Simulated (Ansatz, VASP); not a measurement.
W: VASP beside Ansatz

```
W
1.0
     3.16462    0.00000    0.00000
     0.00000    3.16462    0.00000
     0.00000    0.00000   25.85785
W
4
Cartesian
  0.0000 0.0000 14.6892
  1.5823 1.5823 16.1678
  3.1646 0.0000 17.8561
  1.5823 1.5823 19.2523
```

Alike in both runs: task single point; functional PBE; dispersion D3(BJ); k mesh 10 × 10 × 1; occupations methfessel-paxton of order 1, width 0.1 eV; no spin polarisation.

|  | VASP | Ansatz |
| --- | --- | --- |
| version | VASP 6.6.1 | Ansatz 0.2.0 |
| potentials or method | VASP PAW PBE potentials, release 64 (W_sv) | scalar-relativistic, plane waves, PAW |
| plane-wave cutoff (eV) | 520 | 420 |
| valence electrons in the cell | 56 | 56 |

Ansatz gave:

```
gap on the k mesh at the Fermi level (eV) : none
rms of the force components (eV/Å)        : 0.459
```

Which values does VASP return?

gap on the k mesh at the Fermi level (eV): none; rms of the force components (eV/Å): 0.451.

Atom by atom the forces differ by 0.017 eV/Å (rms over components). A gap of «none» marks a metal or a gap that the smearing closes. Ansatz warned: «xc_potential_rough_in_thin_density».

Spin-orbit coupling is left out, which matters for the levels of W.
